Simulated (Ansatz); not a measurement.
Computed with Ansatz on PBE0-D4/def2-TZVP structures; ΔE is electronic, products minus reactants. CCSD(T)/CBS adds triple-zeta CCSD(T) − MP2 to the extrapolated MP2 energy (def2 sets, frozen cores). Functionals use def2-TZVPP. B3LYP here is the variant with VWN-RPA as its local correlation; programs differ in this. One conformer a species, not always the lowest.

Reaction (substitution at a C–C bond): `C=CCCCC` + CH₃NH₂ → `CCNC` + `C=CCC`

```csv
level,ΔE (kJ/mol),difference from CCSD(T)/CBS
PBE-D4,14.8,-4.9
PBE0-D4,16.5,-3.2
B3LYP-D4,14.7,-5.0
ωB97M-V,17.7,-2.0
B2PLYP,12.7,-7.0
PBE,10.5,-9.2
PBE0,12.5,-7.2
HF/def2-TZVPP,7.8,-11.9
MP2/def2-TZVPP,21.0,1.3
SCS-MP2/def2-TZVPP,18.1,-1.6
CCSD(T)/def2-TZVPP,18.5,-1.2
HF/def2-QZVPP,7.7,-12.0
MP2/def2-QZVPP,21.7,2.0
SCS-MP2/def2-QZVPP,18.7,-1.0
HF/CBS(def2),7.7,-12.0
CCSD/CBS(def2),18.7,-1.0
CCSD(T)/CBS,19.7,0
```

Largest T1 diagnostic among the species: 0.010.

In def2-TZVPP, CCSD(T) changes the Hartree–Fock value by +10.8 kJ/mol (the triples alone add +0.9 kJ/mol) and MP2 by +13.3 kJ/mol. The D4 term adds +6.5 kJ/mol with B3LYP and +4.0 kJ/mol with PBE0; it sums over pairs of atoms, weighted by their polarisabilities, and B3LYP, whose exchange is more repulsive, gets the larger term.

CCSD(T)/CBS has its own doubt, a few kJ/mol and more with outer-core shells, so smaller differences from it don't rank the levels.
